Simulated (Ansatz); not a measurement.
# SiC: the cost of one run

Method: DFT PBEsol, scalar-relativistic, plane waves, PAW, in Ansatz 0.2.0.

2 further runs of the same task are left out: 2 set aside as unsound or not needed.

## (1) The structure to begin with

It takes space group F-43m (No. 216, cubic). The conventional cell has a = 4.357 Å, b = 4.357 Å, c = 4.357 Å, α = 90.00°, β = 90.00°, γ = 90.00°. Si (site symmetry -43m) is surrounded by 4 C at 1.89 Å. C (site symmetry -43m) has 4 Si at 1.89 Å as nearest neighbours.

As a file:

```
CELL_PARAMETERS angstrom
0.00000 2.17842 2.17842
2.17842 0.00000 2.17842
2.17842 2.17842 0.00000
ATOMIC_POSITIONS crystal
Si 0.00000 0.00000 0.00000
C 0.25000 0.25000 0.25000
```

This cell was relaxed beforehand with the same method: volume 10.34 Å³/atom, gap on the mesh 1.24 eV.

## (2) A bulk reference on a matched mesh

The same crystal, re-cut so that c stands normal to the (111) plane; its mesh matches that of the cells to come, so errors of the mesh cancel.

Input file input.yaml:

```yaml
crystal:
  lattice:
    - [3.0807515649, 0.0, 0.0]
    - [-1.5403757825, 2.668009118, 0.0]
    - [0.0, 0.0, 7.5462693584]
  atoms:
    - { symbol: Si, position: [0.0, 0.0, 0.0] }
    - { symbol: C, position: [0.6666666667, 0.3333333333, 0.4166666667] }
    - { symbol: C, position: [0.3333333333, 0.6666666667, 0.0833333333] }
    - { symbol: Si, position: [0.3333333333, 0.6666666667, 0.3333333333] }
    - { symbol: Si, position: [0.6666666667, 0.3333333333, 0.6666666667] }
    - { symbol: C, position: [1.0, 0.0, 0.75] }
basis:
  ecutwfc: 420
kpoints:
  mp_grid: { grid: [12, 12, 4] }
hamiltonian:
  xc: pbesol
scf:
  occupations: { method: gaussian, width: 0.05 }
output:
  forces: true
  stress: true
  eigenvalues: true
```

Run with:

```bash
$ ansatz run input.yaml --threads 2 --pin off --max-ram 5120MiB --backend cpu --events-out ev --progress --plain --runs-dir out
```

Q: Estimate wall time and peak memory on 2 threads of Intel Xeon Platinum 8375C at 2.90GHz (Ice Lake), shared host.

About 2.8 s, with a peak of 0.45 GiB.
